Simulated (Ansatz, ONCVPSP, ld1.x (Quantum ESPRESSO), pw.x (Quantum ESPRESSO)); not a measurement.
# Which Al potential is closest to all-electron in the bcc crystal?

All use PBE, scalar-relativistic, no spin, cutoffs from each file’s atomic test, pw.x 7.5; 14³ k-points, Fermi–Dirac smearing 0.01 Ry. Δ is the rms difference from all-electron LAPW of the E(V) curves that follow from fits to the pressures, over ±6 % in volume. Mesh and smearing are coarse and serve the comparison alone. The files are a selection: those with a ghost or negative overlap were mostly not run, and those with noisy or unconverged pressures or nearly equal Δ are left out.

All-electron: a0 = 3.237 Å (V0 = 16.96 Å³/atom), B0 = 68.4 GPa.

**Question.** Rank them by Δ, smallest first.
A. optimised norm-conserving Vanderbilt (ONCV), ONCVPSP 4.0.1, PBE; core [Ne], reference 3s2 3p1; waves: 3s: rc 2.20 bohr, ncon 3, nbas 6, qcut 3.4 1/bohr, 2 projectors, debl 2.1 Ha; 3p: rc 2.35 bohr, ncon 4, nbas 7, qcut 3 1/bohr, 2 projectors, debl 3.6 Ha; d scattering state at 0.32 Ha: rc 1.90 bohr, ncon 4, nbas 7, qcut 5 1/bohr, local; local part: the d channel; core correction: none.
B. optimised norm-conserving Vanderbilt (ONCV), ONCVPSP 4.0.1, PBE; core [Ne], reference 3s2 3p1; waves: 3s: rc 1.90 bohr, ncon 4, nbas 7, qcut 3.3 1/bohr, 2 projectors, debl 2.7 Ha; 3p: rc 1.90 bohr, ncon 4, nbas 9, qcut 4.8 1/bohr, local; d scattering state at 0.11 Ha: rc 2.20 bohr, ncon 4, nbas 8, qcut 4.8 1/bohr, 2 projectors, debl 1.2 Ha; local part: the p channel; core correction: Teter function, fcfact 6, rcfact 1.15.
C. PAW, ld1.x (Quantum ESPRESSO) 7.5, PBE; core [Ne], reference 3s2 3p1; waves: 3s (bound): rcut 2.00, rcutus 2.15 bohr; 3s channel at 0.15 Ry: rcut 2.00, rcutus 2.15 bohr; 3p (bound): rcut 1.65, rcutus 2.05 bohr; 3p channel at 2.6 Ry: rcut 1.65, rcutus 2.05 bohr; 3d channel at 0.5 Ry: rcut 1.70, rcutus 1.85 bohr; local part: all-electron potential smoothed inside 1.95 bohr (lloc = -1); core correction: Bessel-smoothed model core, default radius (core density twice the valence density); augmentation: PSQ, inside the norm-conserving radii.

**Answer.** C (0.1 meV/atom), B (1.3 meV/atom), A (2.9 meV/atom).
